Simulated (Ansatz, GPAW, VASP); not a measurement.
# GaAs: 3 runs at one level of theory

```
CELL_PARAMETERS angstrom
0.00000 2.82685 2.82685
2.82685 0.00000 2.82685
2.82685 2.82685 0.00000
ATOMIC_POSITIONS crystal
As 0.75000 0.75000 0.75000
Ga 0.00000 0.00000 0.00000
```

Alike in all runs: task single point; functional PBE; k mesh 8 × 8 × 8; occupations gaussian, width 0.014 eV; no spin polarisation; no spin-orbit coupling. Pressure is positive in compression and, in plane waves, holds the error of the finite cutoff.

```tsv
program and potentials	plane-wave cutoff (eV)	notes	band gap (eV)	pressure (GPa)
VASP, PBE PAW files As, Ga_d, 520 eV	520	9 valence electrons an atom on average	0.52	3.46
GPAW, GPAW PAW data sets (gpaw-data 1.2.1)	600	4 valence electrons an atom on average	0.59	4.33
Ansatz, all-electron LAPW, scalar-relativistic	-	-	?	?
```

Task: Estimate from the other rows what the run with Ansatz, all-electron LAPW, scalar-relativistic gave.

Result: Band gap 0.52 eV; pressure 3.27 GPa. The other rows, which needn't bracket it: band gap 0.52 to 0.59; pressure 3.46 to 4.33.
